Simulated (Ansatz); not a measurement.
# From spin parameters to the magnetic ion

A crystal has the composition MO2, where M is a 3d element. A calculation (PBE+U, spin-orbit coupling in second variation, Ansatz) gives:

```
S                            : 3/2
g                            : ⊥ 1.9970, ∥ 1.9954
D, with anisotropic exchange : -1.44 cm⁻¹ (-43.2 GHz)
moment in its sphere         : 2.76 μB
```

**Question.** Which ion is it, and why?

The crystal is MnO2, space group P-3m1. The spin sits on Mn, with 6 O at 1.90 Å round it. With the usual charges of the other elements M must be +4. High-spin ions of that charge with S = 3/2 are d3 and d7, Mn and Cu; the sign of the g shift picks Mn⁴⁺ d³. Low-spin ions are left aside. The shift is negative: in a shell less than half full the orbital moment opposes the spin.

[Logs are printed without paths, hosts, clocks, repeated set-up lines and the standing remarks that a program may print on its own settings, such as how far it seeks lower states.]

[Hosts, paths, dates, database ids (printed as entryN), source tags and the programs' standing remarks are cut or masked in the printed files.]
